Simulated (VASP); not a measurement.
# Si (Fd-3m) in VASP: a series of runs, part 2 of 2

VASP 6.6.1.

## 4. Single point, PBE+D3(BJ)

Contents of INCAR:

```
PREC = Accurate ; ENCUT = 520
EDIFF = 1E-7 ; ISMEAR = 0
SIGMA = 0.02 ; LREAL = F
LASPH = T ; NELM = 100
ALGO = Normal ; ISIF = 2
LWAVE = F ; LCHARG = F
GGA = PE ; IVDW = 12
NBANDS = 11
```

Contents of KPOINTS:

```
regular mesh
0
Gamma
  10 10 10
```

Contents of POSCAR:

```
Si
1.0
    0.0000000000      2.7107614483      2.7107614483
    2.7107614483      0.0000000000      2.7107614483
    2.7107614483      2.7107614483      0.0000000000
Si
2
Direct
    0.7500000000      0.7500000000      0.7500000000
    0.5000000000      0.5000000000      0.5000000000
```

Potentials or basis: VASP PAW PBE potentials, release 64 (Si).

The run is started by

```bash
cat potpaw_PBE.64/Si/POTCAR > POTCAR
mpirun -np 1 vasp_std > vasp.out
```

OUTCAR:

```text
PREC = Accurate
   ENCUT = 520
   EDIFF = 1E-7
   ISMEAR = 0
   LREAL = F
   LASPH = T
   NELM = 100
   ISIF = 2
   GGA = PE
   IVDW = 12
 IVDW          = 12

 ion  position               nearest neighbor table
   1  0.750  0.750  0.750-   2 2.35   2 2.35   2 2.35   2 2.35
   2  0.500  0.500  0.500-   1 2.35   1 2.35   1 2.35   1 2.35

  LATTYP: Found a face centered cubic cell.
 ALAT       =     5.4215228966

  Lattice vectors:

 A1 = (   0.0000000000,   2.7107614483,   2.7107614483)
 A2 = (   2.7107614483,   0.0000000000,   2.7107614483)
 A3 = (   2.7107614483,   2.7107614483,   0.0000000000)

Analysis of symmetry for initial positions (statically):
=====================================================================
 Subroutine PRICEL returns:
 Original cell was already a primitive cell.

 Routine SETGRP: Setting up the symmetry group for a
 face centered cubic supercell.

 Subroutine GETGRP returns: Found 48 space group operations
 (whereof 24 operations were pure point group operations)
 out of a pool of 48 trial point group operations.

The static configuration has the point symmetry T_d .
 The point group associated with its full space group is O_h .

Analysis of symmetry for dynamics (positions and initial velocities):
=====================================================================
 Subroutine PRICEL returns:
 Original cell was already a primitive cell.

 Routine SETGRP: Setting up the symmetry group for a
 face centered cubic supercell.

 Subroutine GETGRP returns: Found 48 space group operations
 (whereof 24 operations were pure point group operations)
 out of a pool of 48 trial point group operations.

The dynamic configuration has the point symmetry T_d .
 The point group associated with its full space group is O_h .

 Subroutine INISYM returns: Found 48 space group operations
 (whereof 24 operations are pure point group operations),
 and found     1 'primitive' translations

----------------------------------------------------------------------------------------

                                     Primitive cell

  volume of cell :      39.8386

  direct lattice vectors                    reciprocal lattice vectors
     0.000000000  2.710761448  2.710761448    -0.184450019  0.184450019  0.184450019
     2.710761448  0.000000000  2.710761448     0.184450019 -0.184450019  0.184450019
     2.710761448  2.710761448  0.000000000     0.184450019  0.184450019 -0.184450019

  length of vectors
     3.833595605  3.833595605  3.833595605     0.319476804  0.319476804  0.319476804

  position of ions in fractional coordinates (direct lattice)
     0.750000000  0.750000000  0.750000000
     0.500000000  0.500000000  0.500000000

  ion indices of the primitive-cell ions
   primitive index   ion index
                 1           1
                 2           2

----------------------------------------------------------------------------------------

 KPOINTS: regular mesh

Automatic generation of k-mesh.
 Grid dimensions read from file:
 generate k-points for:   10   10   10

 Generating k-lattice:

[... 40 lines left out ...]
  0.300000  0.300000  0.000000      6.000000
  0.400000  0.300000  0.000000     24.000000
 [... further k-points ...]
   k-points           NKPTS =     47   k-points in BZ     NKDIM =     47   number of bands    NBANDS=     11
   number of dos      NEDOS =    301   number of ions     NIONS =      2
   total plane-waves  NPLWV =  27000
   dimension x,y,z NGX =    30 NGY =   30 NGZ =   30
   dimension x,y,z NGXF=    60 NGYF=   60 NGZF=   60
   ions per type =               2
   NGX,Y,Z   is equivalent  to a cutoff of  13.01, 13.01, 13.01 a.u.
   NGXF,Y,Z  is equivalent  to a cutoff of  26.02, 26.02, 26.02 a.u.
 SYSTEM =  unknown system
   PREC   = accura    normal or accurate (medium, high low for compatibility)
   ISTART =      0    job   : 0-new  1-cont  2-samecut
   ICHARG =      2    charge: 1-file 2-atom 10-const
   ISPIN  =      1    spin polarized calculation?
   LNONCOLLINEAR =      F non collinear calculations
   LSORBIT =      F    spin-orbit coupling
   LASPH  =      T    aspherical Exc in radial PAW
   ENCUT  =  520.0 eV  38.22 Ry    6.18 a.u.   7.13  7.13  7.13*2*pi/ulx,y,z
   NELM   =    100;   NELMIN=  2; NELMDL= -5     # of ELM steps
   EDIFF  = 0.1E-06   stopping-criterion for ELM
   LREAL  =      F    real-space projection
   EDIFFG = 0.1E-05   stopping-criterion for IOM
   NSW    =      0    number of steps for IOM
   IBRION =     -1    ionic relax: 0-MD 1-quasi-New 2-CG
   NFREE  =      0    steps in history (QN), initial steepest desc. (CG)
   ISIF   =      2    stress and relaxation
   ISYM   =      2    0-nonsym 1-usesym 2-fastsym
   POTIM  = 0.5000    time-step for ionic-motion
   TEBEG  =    0.0;   TEEND  =   0.0 temperature during run
   PSTRESS=    0.0 pullay stress
   NELECT =       8.0000    total number of electrons
   NUPDOWN=      -1.0000    fix difference up-down
   EMIN   =  10.00;   EMAX   =-10.00  energy-range for DOS
   EFERMI =   0.00;   METHOD = LEGACY
   ISMEAR =     0;   SIGMA  =   0.02  broadening in eV -4-tet -1-fermi 0-gaus
   EFERMI_NEDOS =   21; number of points for ismear=-14 and -15
   IALGO  =     38    algorithm
   IMIX   =      4    mixing-type and parameters
     AMIX     =   0.40;   BMIX     =  1.00
     AMIX_MAG =   1.60;   BMIX_MAG =  1.00
  volume/ion in A,a.u.               =      19.92       134.42
  Fermi-wavevector in a.u.,A,eV,Ry     =   0.958672  1.811628 12.504470  0.919053
  Thomas-Fermi vector in A             =   2.087800
   LORBIT       =      0    0 simple, 1 ext, 2 COOP (PROOUT), +10 PAW based schemes
   GGA     = PE    functional components
   LHFCALC =     F    Hartree Fock is set to
   AEXX    =    0.0000 exact exchange contribution
   IVDW    =    12    specifies the selected vdW correction
   LEPSILON=     F    determine dielectric tensor
   LRPA    =     F    only Hartree local field effects (RPA)
 non-spin polarized calculation
 Gauss-broadening in eV      SIGMA  =   0.02
  energy-cutoff  :      520.00
  volume of cell :       39.84
 maximum number of plane-waves:      1090
 NGX is ok and might be reduce to    30
   NGX = 15   NGY = 15   NGZ = 15

 number of electron       8.0000000 magnetization

 Free energy of the ion-electron system (eV)
  ---------------------------------------------------
  ext. energy  EPLUGINS =         0.00000000
  ---------------------------------------------------
  free energy    TOTEN  =       -10.84136197 eV

  energy without entropy =      -10.84136197  energy(sigma->0) =      -10.84136197

 E-fermi :   6.0243     XC(G=0):  -9.4288

 val. band max:        5.8774555980   @ k =   0.0000   0.0000   0.0000
 cond. band min:       6.4503796561   @ k =   0.4000   0.4000   0.0000
 fundamental gap:      0.5729240580
 Fermi energy:         6.0243169732

 k-point     1 :       0.0000    0.0000    0.0000
  band No.  band energies     occupation
      1      -6.1149      2.00000
      2       5.8775      2.00000
      3       5.8775      2.00000
      4       5.8775      2.00000
      5       8.4452      0.00000
      6       8.4452      0.00000
      7       8.4452      0.00000
      8       9.3100      0.00000
      9      13.6000      0.00000
     10      13.6000      0.00000
     11      13.8579      0.00000
[... 309 lines left out ...]
 k-point    24 :       0.4000    0.3000    0.0000
  band No.  band energies     occupation
      1      -3.9429      2.00000
      2       0.4534      2.00000
      3       3.0099      2.00000
      4       3.4343      2.00000
      5       6.9223      0.00000
      6       8.1178      0.00000
      7      12.8596      0.00000
      8      12.9679      0.00000
      9      16.3634      0.00000
     10      16.7114      0.00000
     11      18.0748      0.00000

 [... further k-points ...]

------------------------ aborting loop because EDIFF is reached ----------------------------------------

 Edisp (eV)   -0.63148

 E8    (eV) :    -0.2618

  FORCE on cell =-STRESS in cart. coord.  units (eV):
  Direction    XX          YY          ZZ          XY          YZ          ZX
  --------------------------------------------------------------------------------------
  -------------------------------------------------------------------------------------
  Total      -0.02085    -0.02085    -0.02085    -0.00000    -0.00000    -0.00000
  in kB      -0.83837    -0.83837    -0.83837    -0.00000    -0.00000    -0.00000
  external pressure =       -0.84 kB  Pullay stress =        0.00 kB

 VOLUME and BASIS-vectors are now :
 -----------------------------------------------------------------------------
  energy-cutoff  :      520.00
  volume of cell :       39.84
      direct lattice vectors                 reciprocal lattice vectors
     0.000000000  2.710761448  2.710761448    -0.184450019  0.184450019  0.184450019
     2.710761448  0.000000000  2.710761448     0.184450019 -0.184450019  0.184450019
     2.710761448  2.710761448  0.000000000     0.184450019  0.184450019 -0.184450019

 POSITION                                       TOTAL-FORCE (eV/Angst)
 -----------------------------------------------------------------------------------
      4.06614      4.06614      4.06614         0.000000      0.000000     -0.000000
      2.71076      2.71076      2.71076        -0.000000     -0.000000      0.000000
 -----------------------------------------------------------------------------------
    total drift:                                0.000000     -0.000000     -0.000000

  FREE ENERGIE OF THE ION-ELECTRON SYSTEM (eV)
  ---------------------------------------------------
  free  energy   TOTEN  =       -11.4728467670 eV

  energy  without entropy=      -11.4728467670  energy(sigma->0) =      -11.47284677
```

OSZICAR:

```text
N       E                     dE             d eps       ncg     rms          rms(c)
DAV:   1     0.744307747002E+01    0.74431E+01   -0.32995E+03  1034   0.588E+02
DAV:   2    -0.104877292153E+02   -0.17931E+02   -0.17263E+02  1336   0.856E+01
DAV:   3    -0.110201768357E+02   -0.53245E+00   -0.53075E+00  1334   0.130E+01
DAV:   4    -0.110245199901E+02   -0.43432E-02   -0.43425E-02  1201   0.143E+00
DAV:   5    -0.110245639432E+02   -0.43953E-04   -0.43953E-04  1344   0.139E-01    0.491E+00
DAV:   6    -0.108975867625E+02    0.12698E+00   -0.72870E-02  1151   0.111E+00    0.300E+00
DAV:   7    -0.108398849322E+02    0.57702E-01   -0.13957E-01  1171   0.165E+00    0.188E-01
DAV:   8    -0.108411354087E+02   -0.12505E-02   -0.60763E-03  1193   0.421E-01    0.815E-02
DAV:   9    -0.108413356078E+02   -0.20020E-03   -0.18998E-04  1260   0.851E-02    0.601E-02
DAV:  10    -0.108413613347E+02   -0.25727E-04   -0.22528E-05  1234   0.273E-02    0.609E-03
DAV:  11    -0.108413618015E+02   -0.46687E-06   -0.19945E-06  1248   0.735E-03    0.327E-03
DAV:  12    -0.108413619338E+02   -0.13222E-06   -0.44040E-07  1178   0.415E-03    0.197E-03
DAV:  13    -0.108413619743E+02   -0.40522E-07   -0.45495E-09   757   0.451E-04
   1 F= -.11472847E+02 E0= -.11472847E+02  d E =-.129458E-27
```

Wall time 15 s (1 thread of AMD EPYC 9R45 (Zen 5), shared host); peak memory 0.14 GiB.

Results:

```yaml
Free_energy: -11.4728 eV
Pressure: -0.1 GPa
Band_gap_on_the_k_mesh: 0.57 eV, indirect (least direct gap 2.57 eV)
Dispersion_energy_per_atom: -0.316 eV
```

## 5. Relaxation of cell and atoms, PBE+D3(BJ)

This run uses another cell than the first one, of 19.98 Å³/atom, 1.003 times its volume.

Contents of INCAR:

```
ALGO = Normal ; EDIFF = 1E-7
EDIFFG = -0.005 ; ENCUT = 600
GGA = PE ; IBRION = 2
ISIF = 3 ; ISMEAR = 0
IVDW = 12 ; LASPH = T
LCHARG = F ; LREAL = F
LWAVE = F ; NELM = 100
NSW = 100 ; PREC = Accurate
SIGMA = 0.02
```

Contents of KPOINTS:

```
k-points
0
Gamma
  10 10 10
```

Contents of POSCAR:

```
Si
1.0
    0.0000000000      2.7135600000      2.7135600000
    2.7135600000      0.0000000000      2.7135600000
    2.7135600000      2.7135600000      0.0000000000
Si
2
Direct
    0.7500000000      0.7500000000      0.7500000000
    0.5000000000      0.5000000000      0.5000000000
```

The run is started by

```bash
cat potpaw_PBE.64/Si/POTCAR > POTCAR
mpirun -np 1 vasp_std > vasp.out
```

It took 24 s on 1 thread of AMD EPYC 9R45 (Zen 5), shared host; peak memory 0.15 GiB.

Results (log left out):

```
Free energy                            : -11.4730 eV
Relaxed volume                         : 19.90 Å³/atom
Relaxed cell                           : a = 3.832 Å, b = 3.832 Å, c = 3.832 Å, α = 60.00°, β = 60.00°, γ = 60.00°
Space group after relaxing (to 0.05 Å) : Fd-3m (No. 227)
Energy gained by relaxing              : 0.1 meV/atom
Ionic steps                            : 3
Pressure after relaxing                : 0.0 GPa
Band gap on the k mesh                 : 0.57 eV, indirect (least direct gap 2.57 eV)
Dispersion energy per atom             : -0.316 eV
```

Step by step:
| step | energy change (eV) | largest force (eV/Å) | pressure (GPa) | volume (Å³) |
| --- | --- | --- | --- | --- |
| 1 | 0.0000 | 0.0000 | -0.36 | 39.96 |
| 2 | -0.0001 | 0.0000 | 0.24 | 39.70 |
| 3 | -0.0002 | 0.0000 | 0.01 | 39.80 |

Final structure:
```
CELL_PARAMETERS angstrom
0.00000 2.70994 2.70994
2.70994 0.00000 2.70994
2.70994 2.70994 0.00000
ATOMIC_POSITIONS crystal
Si 0.75000 0.75000 0.75000
Si 0.50000 0.50000 0.50000
```

Levels at points of the mesh, in eV from the valence-band top:
| k point | band 2 | band 3 | band 4 | band 5 | band 6 | band 7 |
| --- | --- | --- | --- | --- | --- | --- |
| (0.00, 0.00, 0.00) | 0.00 | 0.00 | 0.00 | 2.57 | 2.57 | 2.57 |
| (0.50, 0.00, 0.00) | -6.99 | -1.20 | -1.20 | 1.56 | 3.34 | 3.34 |
| (0.50, 0.50, 0.00) | -7.83 | -2.86 | -2.86 | 0.70 | 0.70 | 10.17 |

A k mesh can miss the band edges. PBE gaps usually lie below the measured ones, often by a third to a half.

## 6. Summary

```csv
task,cell,k mesh,cutoff (eV),gap on the mesh (eV),pressure (GPa),relaxed volume (Å³/atom)
single point,"Fd-3m, 19.92 Å³/atom",12 × 12 × 12,520,0.56,-0.1,-
relaxation of cell and atoms,relaxed,12 × 12 × 12,600,0.56,0.0,19.90
single point,"Fd-3m, 19.92 Å³/atom",10 × 10 × 10,520,0.57,-0.1,-
relaxation of cell and atoms,relaxed,10 × 10 × 10,600,0.57,0.0,19.90
```

Alike in all rows: level PBE+D3(BJ); potentials or basis VASP PAW PBE potentials, release 64 (Si); no spin polarisation; smearing gaussian 0.02 eV.

Total energies depend on the potentials used, so only differences within one code and one set of settings carry meaning.
